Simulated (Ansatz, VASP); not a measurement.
# One calculation of Ca, two programs

```xyz
2
Lattice="3.9800 0.0000 0.0000 -1.9900 3.4468 0.0000 0.0000 0.0000 6.5200" Properties=species:S:1:pos:R:3 pbc="T T T"
Ca    0.0000    2.2979    1.6300
Ca    1.9900    1.1489    4.8900
```

Alike in both runs: task electric field gradients; functional PBE; k mesh 11 × 11 × 6; occupations fermi-dirac, width 0.08 eV; no spin polarisation.

```csv
,VASP,Ansatz
version,VASP 6.6.1,Ansatz 0.2.0
potentials or method,"VASP PAW PBE potentials, release 64 (Ca_sv)","PAW with Ansatz's default frozen-core files, scalar-relativistic"
plane-wave cutoff (eV),520,420
valence electrons in the cell,20,20
```

VASP gave:

```
pressure (GPa)                                                 : -0.8
Vzz of the field gradient on the site that differs most (V/Å²) : -3.0
```

Q: Estimate Ansatz's values.

A: Pressure (GPa): -0.8; Vzz of the field gradient on the site that differs most (V/Å²): -2.9.

The functional is the same, so the differences come from potentials, cutoffs and numerics.
